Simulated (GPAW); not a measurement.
Here is a GPAW 26.7.0 calculation.

The input run.py:

```python
import json
import numpy as np
from ase.dft.bandgap import bandgap
from ase.io import write
from ase.spacegroup import crystal
from gpaw import GPAW, PW

# C 6c
# C 6c
atoms = crystal(['C', 'C'],
                basis=[[0.3333333333, 0.6666666667, 0.7538397467],
                       [0.0, 0.0, 0.75385006]],
                spacegroup=166, setting=1,  # R-3m
                cellpar=[2.4663762, 2.4663762, 24.84784531, 90.0, 90.0, 120.0],
                primitive_cell=True)

calc = GPAW(mode=PW(800),
            xc={'name': 'vdW-DF-cx', 'backend': 'libvdwxc'},
            kpts={'size': (12, 12, 12), 'gamma': True},
            occupations={'name': 'fermi-dirac', 'width': 0.05},
            nbands=18,
            convergence={'density': 1e-05, 'energy': 1e-05},
            maxiter=150,
            txt='gpaw.txt')
atoms.calc = calc
energy = atoms.get_potential_energy()
forces = atoms.get_forces()
calc.write('gs.gpw')
write('result.traj', atoms)
print(f'Energy: {energy:.6f} eV')
print('Forces (eV/A):')
print(forces.round(4))
print('Fermi level:', round(calc.get_fermi_level(), 4), 'eV')
print(f'Gap: {bandgap(calc)[0]:.4f} eV, direct: {bandgap(calc, direct=True)[0]:.4f} eV')

size = (18, 18, 18)
dense = calc.fixed_density(kpts={'size': size, 'gamma': True}, update_fermi_level=True,
                           convergence={'bands': 'CBM+2.0', 'eigenstates': 1e-7}, txt='dense.txt')
ef = dense.get_fermi_level()
index = np.round(dense.get_bz_k_points() * size).astype(int) % size
recip = 2 * np.pi * atoms.cell.reciprocal()
sheets = []
for s, e_kn in enumerate(dense.eigenvalues()):
    for n in range(e_kn.shape[1] - 2):
        if e_kn[:, n].min() < ef < e_kn[:, n].max():
            e = np.empty(size)
            e[tuple(index.T)] = e_kn[dense.get_bz_to_ibz_map(), n] - ef
            de = np.array([(np.roll(e, -1, c) - np.roll(e, 1, c)) * size[c] / 2 for c in range(3)])
            v = np.linalg.norm(np.einsum('vc,cxyz->vxyz', np.linalg.inv(recip), de), axis=0)
            w = np.exp(-(e / 0.1)**2) / (0.1 * np.pi**0.5)
            sheets.append({'spin': s, 'band': n, 'filled': (e < 0).mean(), 'dos': w.mean(), 'bottom': e.min(), 'top': e.max(),
                           'velocity': (w * v).sum() / w.sum() * 1.519267e5, 'slice': e[:, :, 0].round(3).tolist()})
            print(f'spin {s} band {n}: filled share {sheets[-1]["filled"]:.3f}, from {e.min():.3f} to {e.max():.3f} eV,',
                  f'{w.mean():.3f} states/eV, mean velocity {sheets[-1]["velocity"]:.3e} m/s')
print('Fermi level on the dense mesh:', round(ef, 4), 'eV,', len(sheets), 'sheets')
json.dump({'ef': ef, 'sheets': sheets}, open('fermi.json', 'w'))
```

Potentials or basis: GPAW PAW data sets (gpaw-data 1.2.1), pw.

The run is started by

```bash
$ OMP_NUM_THREADS=1 python run.py
```

Task: Estimate the largest force.

Result: 0.003 eV/Å.

Task: Estimate the band gap on the k mesh.

Result: 0.19 eV, direct.

Forces on the atoms (eV/Å):
```
C    0.000  0.000  0.003
C    0.000  0.000 -0.003
C    0.000  0.000 -0.003
C    0.000  0.000  0.003
```

Caveat: the PAW data sets were made with another functional, which shifts forces and pressure a little; the program warned that so skewed a cell can give wrong results. A k mesh can miss the band edges.
